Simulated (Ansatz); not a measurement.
# Dielectric response of LiF (001) films, part 2 of 2

Aim: the electronic and static ε of rocksalt LiF (001) from films of three thicknesses in a field.

Ansatz 0.2.0; plane-wave DFT, PBEsol, Ansatz PAW.

So far, equivalent conductor thickness p/(ε₀AE) (Å): step 6 (response with the atoms held, 6 atoms, units 3) 3.46; step 9 (ions relaxed) 5.96; step 14 (10 atoms, units 5) 5.53.

## 16. Relaxing in the field, 10 atoms, units 5, field -0.05 V/Å

Input file input.yaml:

```yaml
crystal:
  lattice:
    - [2.84964033, 0.0, 0.0]
    - [0.0, 2.84964033, 0.0]
    - [0.0, 0.0, 26.06]
  atoms:
    - { symbol: Li, position: [0.5, 0.5, 0.3486362614] }
    - { symbol: F, position: [0.0, 0.0, 0.346131603] }
    - { symbol: Li, position: [0.0, 0.0, 0.4230764172] }
    - { symbol: F, position: [0.5, 0.5, 0.4235524999] }
    - { symbol: Li, position: [0.5, 0.5, 0.5000000002] }
    - { symbol: F, position: [0.0, 0.0, 0.5] }
    - { symbol: Li, position: [0.0, 0.0, 0.5769235825] }
    - { symbol: F, position: [0.5, 0.5, 0.5764474991] }
    - { symbol: Li, position: [0.5, 0.5, 0.6513637393] }
    - { symbol: F, position: [0.0, 0.0, 0.6538683974] }
kpoints:
  mp_grid: { grid: [10, 10, 1] }
hamiltonian:
  xc: pbesol
scf:
  occupations: { method: fixed }
  convergence: { dr2_threshold: 1.0e-10 }
efield:
  axis: 3
  dipole_correction: true
  ramp_position: 0.97
  ramp_width: 0.06
  amplitude: -0.05
relax:
  f_tol: 0.0006
  max_steps: 70
output:
  write_potential: true
  write_density: true
  volumetric_format: npy
```

Run with:

```console
> ansatz run input.yaml --threads 4 --pin off --max-ram 6144MiB --backend cpu --events-out ev --progress --plain --runs-dir out
```

Elapsed: 12 s, on 4 threads of Arm Neoverse V1, shared host; peak memory 0.52 GiB.

No atom moved by 0.005 Å in the relaxation.

The relaxation took 4 steps and lowered the energy by 2.2e-4 eV; the largest force on the free atoms ends at 4.0e-4 eV/Å.

The dipole is -0.0213 e·Å, and the gap on the mesh 6.878 eV.

## 17. Response with the atoms relaxed, 10 atoms, units 5

This step: plane-wave DFT, PBEsol, Ansatz PAW; response to a field along the normal, atoms relaxed (Ansatz 0.2.0).

Local field over the applied field, running mean. From the potentials at -0.05 and 0.05 V/Å; running mean over 2.015 Å, taken twice. The local field over applied field by z:

| z (Å) | local field over applied field |
| --- | --- |
| 4.5 | 1.000 |
| 5.0 | 0.999 |
| 5.5 | 0.996 |
| 6.0 | 0.983 |
| 6.5 | 0.923 |
| 7.0 | 0.804 |
| 7.5 | 0.672 |
| 8.0 | 0.478 |
| 8.5 | 0.308 |
| 9.0 | 0.200 |
| 9.5 | 0.0847 |
| 10.0 | 0.0605 |
| 10.5 | 0.0729 |
| 11.0 | 0.0816 |
| 11.5 | 0.116 |
| 12.0 | 0.123 |
| 12.5 | 0.117 |
| 13.0 | 0.118 |
| 13.5 | 0.117 |
| 14.0 | 0.122 |
| 14.5 | 0.120 |
| 15.0 | 0.0852 |
| 15.5 | 0.0723 |
| 16.0 | 0.0632 |
| 16.5 | 0.0730 |
| 17.0 | 0.186 |
| 17.5 | 0.296 |
| 18.0 | 0.453 |
| 18.5 | 0.653 |
| 19.0 | 0.790 |
| 19.5 | 0.909 |
| 20.0 | 0.981 |
| 20.5 | 0.995 |
| 21.0 | 0.999 |
| 21.5 | 1.000 |
| 22.0 | 1.000 |

The induced dipole is that of a conductor 9.47 Å thick.

## 18. Relaxation, 16 atoms, units 8

This step: plane-wave DFT, PBEsol, Ansatz PAW (Ansatz 0.2.0).

System of this step: LiF (001), 8 units. The cell holds 16 atoms: 8 Li and 8 F. Its edges and angles: a = 2.850 Å, b = 2.850 Å, c = 32.105 Å, α = 90.0°, β = 90.0°, γ = 90.0°. It derives from LiF (rocksalt LiF). Vacuum lies along c.

Input file input.yaml:

```yaml
crystal:
  lattice:
    - [2.84964033, 0.0, 0.0]
    - [0.0, 2.84964033, 0.0]
    - [0.0, 0.0, 32.105]
  atoms:
    - { symbol: Li, position: [0.5, 0.5, 0.2803301666] }
    - { symbol: F, position: [0.0, 0.0, 0.2803301666] }
    - { symbol: Li, position: [0.0, 0.0, 0.3430929762] }
    - { symbol: F, position: [0.5, 0.5, 0.3430929762] }
    - { symbol: Li, position: [0.5, 0.5, 0.4058557857] }
    - { symbol: F, position: [0.0, 0.0, 0.4058557857] }
    - { symbol: Li, position: [0.0, 0.0, 0.4686185952] }
    - { symbol: F, position: [0.5, 0.5, 0.4686185952] }
    - { symbol: Li, position: [0.5, 0.5, 0.5313814048] }
    - { symbol: F, position: [0.0, 0.0, 0.5313814048] }
    - { symbol: Li, position: [0.0, 0.0, 0.5941442143] }
    - { symbol: F, position: [0.5, 0.5, 0.5941442143] }
    - { symbol: Li, position: [0.5, 0.5, 0.6569070238] }
    - { symbol: F, position: [0.0, 0.0, 0.6569070238] }
    - { symbol: Li, position: [0.0, 0.0, 0.7196698334] }
    - { symbol: F, position: [0.5, 0.5, 0.7196698334] }
kpoints:
  mp_grid: { grid: [10, 10, 1] }
hamiltonian:
  xc: pbesol
scf:
  occupations: { method: fixed }
  convergence: { dr2_threshold: 1.0e-09 }
efield:
  axis: 3
  dipole_correction: true
  ramp_position: 0.97
  ramp_width: 0.06
relax:
  f_tol: 0.003
  max_steps: 100
output:
  write_potential: true
  write_density: true
  volumetric_format: npy
```

Run time: 32 s. Hardware: 4 threads; peak memory 0.72 GiB; 2.1 min of CPU time.

Relaxation path:

| step | energy less that of the first step (eV) | largest force component (eV/Å) |
| --- | --- | --- |
| 1 | 0.0000 | 0.3355 |
| 2 | -0.0189 | 0.1203 |
| 3 | -0.0239 | 0.0334 |
| 4 | -0.0252 | 0.0031 |
| 5 | -0.0253 | 0.0014 |

Forces are held to the 8 operations that the run works with; a distortion that breaks them can't arise in this run.

The atoms that moved most (Å):

| atom | dx | dy | dz | length |
| --- | --- | --- | --- | --- |
| Li1 | 0.000 | 0.000 | 0.114 | 0.114 |
| Li15 | 0.000 | 0.000 | -0.114 | 0.114 |
| F4 | 0.000 | 0.000 | 0.051 | 0.051 |
| F14 | 0.000 | 0.000 | -0.051 | 0.051 |
| F2 | 0.000 | 0.000 | 0.049 | 0.049 |
| F16 | 0.000 | 0.000 | -0.049 | 0.049 |
| Li13 | 0.000 | 0.000 | -0.038 | 0.038 |
| Li3 | 0.000 | 0.000 | 0.038 | 0.038 |

Running mean over 2.015 Å of the planar mean; the ramp of the sawtooth is left out. Table of electron's electrostatic potential energy less the highest filled level by z:

| z (Å) | electron's electrostatic potential energy less the highest filled level (eV) |
| --- | --- |
| 3.5 | 7.68 |
| 4.0 | 7.68 |
| 4.5 | 7.68 |
| 5.0 | 7.68 |
| 5.5 | 7.68 |
| 6.0 | 7.68 |
| 6.5 | 7.67 |
| 7.0 | 7.59 |
| 7.5 | 7.11 |
| 8.0 | 4.70 |
| 8.5 | 1.79 |
| 9.0 | 0.933 |
| 9.5 | 0.705 |
| 10.0 | 0.521 |
| 10.5 | 0.559 |
| 11.0 | 0.651 |
| 11.5 | 0.650 |
| 12.0 | 0.594 |
| 12.5 | 0.653 |
| 13.0 | 0.707 |
| 13.5 | 0.669 |
| 14.0 | 0.587 |
| 14.5 | 0.641 |
| 15.0 | 0.698 |
| 15.5 | 0.665 |
| 16.0 | 0.589 |
| 16.5 | 0.643 |
| 17.0 | 0.698 |
| 17.5 | 0.662 |
| 18.0 | 0.586 |
| 18.5 | 0.647 |
| 19.0 | 0.706 |
| 19.5 | 0.675 |
| 20.0 | 0.596 |
| 20.5 | 0.634 |
| 21.0 | 0.658 |
| 21.5 | 0.585 |
| 22.0 | 0.505 |
| 22.5 | 0.659 |
| 23.0 | 0.871 |
| 23.5 | 1.45 |
| 24.0 | 4.00 |
| 24.5 | 6.82 |
| 25.0 | 7.55 |
| 25.5 | 7.66 |
| 26.0 | 7.68 |
| 26.5 | 7.68 |
| 27.0 | 7.68 |
| 27.5 | 7.68 |
| 28.0 | 7.68 |
| 28.5 | 7.68 |

The relaxation took 5 steps and lowered the energy by 0.025 eV; the largest force on the free atoms ends at 0.0014 eV/Å.

The gap is 6.98 eV, with the valence edge 7.68 eV and the conduction edge 0.70 eV under the upper vacuum level.

## 19. Comparing the runs

Times are for 4 threads of Arm Neoverse V1, shared host. The series side by side:

| no. | units | gap by band count (eV) | ionisation energy, upper face (eV) | electron affinity, upper face (eV) | time | memory (GiB) |
| --- | --- | --- | --- | --- | --- | --- |
| 1 | 3 | 6.940 | 7.663 | 0.7233 | 8.4 s | 0.41 |
| 2 | 5 | 6.982 | 7.683 | 0.7008 | 14 s | 0.54 |
| 3 | 8 | 6.985 | 7.684 | 0.6990 | 32 s | 0.72 |

The valence density, planar mean (3) oscillates, so the rows of the table below give means over windows of 1 Å about each position, cut where the curve ends. Its maxima inside the range that stand out by 2 % of the span (Å: e/Å³): 9.0: 1.49, 11.0: 1.54, 13.1: 1.49. Its minima: 10.0: 0.111, 12.0: 0.111.

The runs together. Table of valence density, planar mean by z; means over each step:

| z (Å) | 3 (e/Å³) | 5 (e/Å³) | 8 (e/Å³) |
| --- | --- | --- | --- |
| 6 | 8.8e-5 | 8.4e-5 | 7.7e-5 |
| 7 | 0.00238 | 0.00228 | 0.00208 |
| 8 | 0.0949 | 0.0901 | 0.0819 |
| 9 | 1.02 | 1.02 | 1.01 |
| 10 | 0.210 | 0.213 | 0.223 |
| 11 | 1.02 | 1.02 | 1.01 |
| 12 | 0.206 | 0.215 | 0.216 |
| 13 | 1.03 | 1.02 | 1.02 |
| 14 | 0.107 | 0.217 | 0.216 |
| 15 | 0.00268 | 1.01 | 1.01 |
| 16 | 9.8e-5 | 0.219 | 0.224 |
| 17 | 3.9e-6 | 1.01 | 1.01 |
| 18 | 0 | 0.117 | 0.218 |
| 19 | 0 | 0.00277 | 1.01 |
| 20 | 0 | 1.0e-4 | 0.223 |
| 21 | 0 | 4.0e-6 | 1.01 |

## 20. Single point on the relaxed film, 16 atoms, units 8

Input file input.yaml:

```yaml
crystal:
  lattice:
    - [2.84964033, 0.0, 0.0]
    - [0.0, 2.84964033, 0.0]
    - [0.0, 0.0, 32.105]
  atoms:
    - { symbol: Li, position: [0.5, 0.5, 0.2838875744] }
    - { symbol: F, position: [0.0, 0.0, 0.2818486726] }
    - { symbol: Li, position: [0.0, 0.0, 0.344289015] }
    - { symbol: F, position: [0.5, 0.5, 0.3446937896] }
    - { symbol: Li, position: [0.5, 0.5, 0.4067873607] }
    - { symbol: F, position: [0.0, 0.0, 0.4067191694] }
    - { symbol: Li, position: [0.0, 0.0, 0.4689036231] }
    - { symbol: F, position: [0.5, 0.5, 0.468917526] }
    - { symbol: Li, position: [0.5, 0.5, 0.5310963742] }
    - { symbol: F, position: [0.0, 0.0, 0.5310824744] }
    - { symbol: Li, position: [0.0, 0.0, 0.5932126374] }
    - { symbol: F, position: [0.5, 0.5, 0.5932808325] }
    - { symbol: Li, position: [0.5, 0.5, 0.6557109837] }
    - { symbol: F, position: [0.0, 0.0, 0.655306212] }
    - { symbol: Li, position: [0.0, 0.0, 0.7161124257] }
    - { symbol: F, position: [0.5, 0.5, 0.7181513292] }
kpoints:
  mp_grid: { grid: [10, 10, 1] }
hamiltonian:
  xc: pbesol
scf:
  occupations: { method: fixed }
  convergence: { dr2_threshold: 1.0e-09 }
efield:
  axis: 3
  dipole_correction: true
  ramp_position: 0.97
  ramp_width: 0.06
output:
  eigenvalues: true
  dos: { projected: true, e_range: [-7, 7] }
  write_potential: true
  write_density: true
  volumetric_format: npy
checkpoint:
  write: end8.run
  compress: false
  write_wavefunctions: false
```

It took 11 s on 4 threads; peak memory 0.76 GiB.

Running mean over 2.015 Å of the planar mean; the ramp of the sawtooth is left out. Table of electron's electrostatic potential energy less the highest filled level by z:

| z (Å) | electron's electrostatic potential energy less the highest filled level (eV) |
| --- | --- |
| 4 | 7.68 |
| 5 | 7.68 |
| 6 | 7.68 |
| 7 | 7.59 |
| 8 | 4.70 |
| 9 | 0.933 |
| 10 | 0.521 |
| 11 | 0.651 |
| 12 | 0.594 |
| 13 | 0.706 |
| 14 | 0.587 |
| 15 | 0.697 |
| 16 | 0.589 |
| 17 | 0.697 |
| 18 | 0.586 |
| 19 | 0.705 |
| 20 | 0.596 |
| 21 | 0.658 |
| 22 | 0.506 |
| 23 | 0.871 |
| 24 | 4.01 |
| 25 | 7.55 |
| 26 | 7.68 |
| 27 | 7.68 |
| 28 | 7.68 |

The gap is 6.98 eV, with the valence edge 7.68 eV and the conduction edge 0.70 eV under the upper vacuum level.

## 21. Atoms held, 16 atoms, units 8, field 0.05 V/Å

Changes to input.yaml since step 20:

```diff
@@ -28,3 +28,3 @@
   occupations: { method: fixed }
-  convergence: { dr2_threshold: 1.0e-09 }
+  convergence: { dr2_threshold: 1.0e-10 }
 efield:
@@ -34,5 +34,4 @@
   ramp_width: 0.06
+  amplitude: 0.05
 output:
-  eigenvalues: true
-  dos: { projected: true, e_range: [-7, 7] }
   write_potential: true
@@ -40,5 +39 @@
   volumetric_format: npy
-checkpoint:
-  write: end8.run
-  compress: false
-  write_wavefunctions: false
```

The job ended after 12 s (4 threads; peak memory 0.75 GiB).

The dipole is 0.0194 e·Å, and the gap on the mesh 6.561 eV.

## 22. Atoms held, 16 atoms, units 8, field -0.05 V/Å

Changes to input.yaml since step 21:

```diff
@@ -34,3 +34,3 @@
   ramp_width: 0.06
-  amplitude: 0.05
+  amplitude: -0.05
 output:
```

Run time: 12 s. Hardware: 4 threads; peak memory 0.74 GiB; 47 s of CPU time.

The dipole is -0.0194 e·Å, and the gap on the mesh 6.561 eV.

## 23. Response with the atoms held, 16 atoms, units 8

This step: plane-wave DFT, PBEsol, Ansatz PAW; response to a field along the normal, atoms held (Ansatz 0.2.0).

Local field over the applied field, running mean. From the potentials at -0.05 and 0.05 V/Å; running mean over 2.015 Å, taken twice. Table of local field over applied field by z:

| z (Å) | local field over applied field |
| --- | --- |
| 4.5 | 1.000 |
| 5.0 | 0.999 |
| 5.5 | 0.996 |
| 6.0 | 0.987 |
| 6.5 | 0.961 |
| 7.0 | 0.905 |
| 7.5 | 0.813 |
| 8.0 | 0.699 |
| 8.5 | 0.589 |
| 9.0 | 0.511 |
| 9.5 | 0.473 |
| 10.0 | 0.466 |
| 10.5 | 0.472 |
| 11.0 | 0.477 |
| 11.5 | 0.480 |
| 12.0 | 0.481 |
| 12.5 | 0.480 |
| 13.0 | 0.480 |
| 13.5 | 0.480 |
| 14.0 | 0.480 |
| 14.5 | 0.480 |
| 15.0 | 0.480 |
| 15.5 | 0.480 |
| 16.0 | 0.480 |
| 16.5 | 0.480 |
| 17.0 | 0.480 |
| 17.5 | 0.480 |
| 18.0 | 0.480 |
| 18.5 | 0.480 |
| 19.0 | 0.480 |
| 19.5 | 0.480 |
| 20.0 | 0.481 |
| 20.5 | 0.480 |
| 21.0 | 0.478 |
| 21.5 | 0.473 |
| 22.0 | 0.467 |
| 22.5 | 0.469 |
| 23.0 | 0.500 |
| 23.5 | 0.570 |
| 24.0 | 0.674 |
| 24.5 | 0.790 |
| 25.0 | 0.888 |
| 25.5 | 0.952 |
| 26.0 | 0.983 |
| 26.5 | 0.995 |
| 27.0 | 0.998 |
| 27.5 | 1.000 |

The induced dipole is that of a conductor 8.65 Å thick.

## 24. Relaxing in the field, 16 atoms, units 8, field 0.05 V/Å

This step: plane-wave DFT, PBEsol, Ansatz PAW (Ansatz 0.2.0).

Changes to input.yaml since step 22:

```diff
@@ -34,3 +34,6 @@
   ramp_width: 0.06
-  amplitude: -0.05
+  amplitude: 0.05
+relax:
+  f_tol: 0.0006
+  max_steps: 70
 output:
```

It took 26 s on 4 threads; peak memory 0.7 GiB; 1.7 min of CPU time.

The relaxation took 4 steps and lowered the energy by 3.4e-4 eV; the largest force on the free atoms ends at 4.4e-4 eV/Å.

The dipole is 0.0332 e·Å, and the gap on the mesh 6.844 eV.

## 25. Field on, atoms free, 16 atoms, units 8, field -0.05 V/Å

Changes to input.yaml since step 24:

```diff
@@ -34,3 +34,3 @@
   ramp_width: 0.06
-  amplitude: 0.05
+  amplitude: -0.05
 relax:
```

The job ended after 26 s (4 threads; peak memory 0.69 GiB; 1.7 min of CPU time).

The relaxation took 4 steps and lowered the energy by 3.4e-4 eV; the largest force on the free atoms ends at 4.4e-4 eV/Å.

The dipole is -0.0332 e·Å, and the gap on the mesh 6.844 eV.

## 26. Response with the atoms relaxed, 16 atoms, units 8

This step: plane-wave DFT, PBEsol, Ansatz PAW; response to a field along the normal, atoms relaxed (Ansatz 0.2.0).

Local field over the applied field, running mean. From the potentials at -0.05 and 0.05 V/Å; running mean over 2.015 Å, taken twice. Local field over applied field against z:

| z (Å) | local field over applied field |
| --- | --- |
| 4.5 | 1.000 |
| 5.0 | 0.999 |
| 5.5 | 0.996 |
| 6.0 | 0.984 |
| 6.5 | 0.927 |
| 7.0 | 0.808 |
| 7.5 | 0.678 |
| 8.0 | 0.491 |
| 8.5 | 0.315 |
| 9.0 | 0.211 |
| 9.5 | 0.0918 |
| 10.0 | 0.0591 |
| 10.5 | 0.0720 |
| 11.0 | 0.0793 |
| 11.5 | 0.115 |
| 12.0 | 0.126 |
| 12.5 | 0.121 |
| 13.0 | 0.117 |
| 13.5 | 0.111 |
| 14.0 | 0.110 |
| 14.5 | 0.112 |
| 15.0 | 0.113 |
| 15.5 | 0.114 |
| 16.0 | 0.115 |
| 16.5 | 0.115 |
| 17.0 | 0.114 |
| 17.5 | 0.112 |
| 18.0 | 0.110 |
| 18.5 | 0.110 |
| 19.0 | 0.115 |
| 19.5 | 0.120 |
| 20.0 | 0.125 |
| 20.5 | 0.122 |
| 21.0 | 0.0857 |
| 21.5 | 0.0714 |
| 22.0 | 0.0634 |
| 22.5 | 0.0730 |
| 23.0 | 0.185 |
| 23.5 | 0.294 |
| 24.0 | 0.446 |
| 24.5 | 0.647 |
| 25.0 | 0.783 |
| 25.5 | 0.904 |
| 26.0 | 0.979 |
| 26.5 | 0.995 |
| 27.0 | 0.999 |
| 27.5 | 1.000 |

The induced dipole is that of a conductor 14.78 Å thick.

## 27. Electronic ε from the series

This step: plane-wave DFT, PBEsol, Ansatz PAW; permittivity from the thickness series, atoms held (Ansatz 0.2.0).

Each added layer adds t(1 − 1/ε) to the dipole term, so the slope against thickness gives ε without a choice of where the film ends.

Numbers from this step:

| Item | Value |
| --- | --- |
| slope | 0.5194 |
| intercept of the fit | 1.368 Å |
| ε of the interior | 2.081 |

The equivalent conductor thickness by distance between the outer atoms:

| distance between the outer atoms (Å) | equivalent conductor thickness (Å) |
| --- | --- |
| 4.03 | 3.46 |
| 8.02 | 5.53 |
| 14.01 | 8.64 |

By hand, from the thinnest and the thickest film: slope = (8.645 − 3.461) / (14.007 − 4.027) = 0.519, so ε = 1/(1 − 0.519) = 2.08.

## 28. Static ε from the series

This step: plane-wave DFT, PBEsol, Ansatz PAW; permittivity from the thickness series, atoms relaxed (Ansatz 0.2.0).

The same fit for the relaxed films. The nearer its slope lies to 1, the more ε hangs on small errors.

Numbers from this step:

* slope: 0.8845
* intercept of the fit: 2.391 Å
* ε of the interior: 8.655

The equivalent conductor thickness by distance between the outer atoms:

| distance between the outer atoms (Å) | equivalent conductor thickness (Å) |
| --- | --- |
| 4.03 | 5.96 |
| 8.02 | 9.47 |
| 14.01 | 14.8 |

By hand, from the thinnest and the thickest film: slope = (14.784 − 5.958) / (14.008 − 4.027) = 0.884, so ε = 1/(1 − 0.884) = 8.64. One nm of such a film has the capacitance of 3.9/8.64 = 0.45 nm of SiO₂ (its equivalent oxide thickness).

## 29. The same run with other settings

This step: plane-wave DFT, PBEsol, Ansatz PAW (Ansatz 0.2.0).

System of this step: LiF (001), 3 units. The cell holds 6 atoms: 3 Li and 3 F. Its edges and angles: a = 2.850 Å, b = 2.850 Å, c = 22.030 Å, α = 90.0°, β = 90.0°, γ = 90.0°. It derives from LiF (rocksalt LiF). Vacuum lies along c.

A run with a changed input: it repeats the earlier run at 0.05 V/Å, 3 units with efield.dipole_correction from true to false.

input.yaml, the sections that differ from step 25:

```yaml
crystal:
  lattice:
    - [2.84964033, 0.0, 0.0]
    - [0.0, 2.84964033, 0.0]
    - [0.0, 0.0, 22.03]
  atoms:
    - { symbol: Li, position: [0.5, 0.5, 0.4114486497] }
    - { symbol: F, position: [0.0, 0.0, 0.4086102314] }
    - { symbol: Li, position: [0.0, 0.0, 0.5000000005] }
    - { symbol: F, position: [0.5, 0.5, 0.4999999995] }
    - { symbol: Li, position: [0.5, 0.5, 0.588551351] }
    - { symbol: F, position: [0.0, 0.0, 0.5913897678] }
efield:
  axis: 3
  dipole_correction: false
  ramp_position: 0.97
  ramp_width: 0.06
  amplitude: 0.05
# kpoints, hamiltonian, scf, output: as in step 25
# relax: removed
```

Run time: 2.8 s. Hardware: 4 threads; peak memory 0.41 GiB; 11 s of CPU time.

| quantity | this run | earlier run | difference |
| --- | --- | --- | --- |
| dipole along the normal (e·Å) | 0.009213 | 0.007766 | 0.0014 |
| gap on the k-mesh (eV) | 6.747 | 6.783 | -0.036 |

With the dipole correction off, the periodic images add a field of their own to the typed one.

What moves beyond 0.01 in its unit (for the dipole 0.5 % and 5e-5 e·Å): dipole along the normal (+0.00145 e·Å) and gap on the k-mesh (-0.0358 eV).

These numbers are not those of the isolated slab.

## 30. A changed input: efield.ramp_width = 0.15

Another changed input: it repeats the earlier run at 0.05 V/Å, 3 units with efield.ramp_width from 0.06 to 0.15.

Changes to input.yaml since step 29:

```diff
@@ -21,5 +21,5 @@
   axis: 3
-  dipole_correction: false
+  dipole_correction: true
   ramp_position: 0.97
-  ramp_width: 0.06
+  ramp_width: 0.15
   amplitude: 0.05
```

Run time: 3.1 s. Hardware: 4 threads; peak memory 0.4 GiB; 12 s of CPU time.

This step gave:

```
gap on the k-mesh       : 6.788 eV
dipole along the normal : 0.007760 e·Å
```

| quantity | this run | earlier run | difference |
| --- | --- | --- | --- |
| dipole along the normal (e·Å) | 0.007760 | 0.007766 | -5.4e-6 |
| gap on the k-mesh (eV) | 6.788 | 6.783 | 0.0056 |

Nothing in the table moves by 0.01 in its unit (for the dipole 0.5 % and 5e-5 e·Å).

## 31. Results

| Property | Result |
| --- | --- |
| electronic ε from the thickness series | 2.08 |
| static ε from the thickness series | 8.65 |
| local electronic ε, middle of 8 units | 2.08 |

What this shows: The films give an electronic ε of 2.08 and a static ε of 8.65. The slope of the series and the field inside the thickest film give 2.08 and 2.08, in agreement. Ions raise ε from 2.08 to 8.65. The in-plane lattice constants are held at typed bulk values. Semilocal functionals tend to overestimate the electronic ε a little.

[Logs are printed without paths, hosts, clocks, repeated set-up lines and the standing remarks that a program may print on its own settings, such as how far it seeks lower states.]

[Hosts, paths, dates, database ids (printed as entryN), source tags and the programs' standing remarks are cut or masked in the printed files.]

[Maps of the electrostatic potential energy from Ansatz leave out the sawtooth potential of an applied field or a dipole correction, so their vacuum need not be flat; planar profiles and work functions include it.]
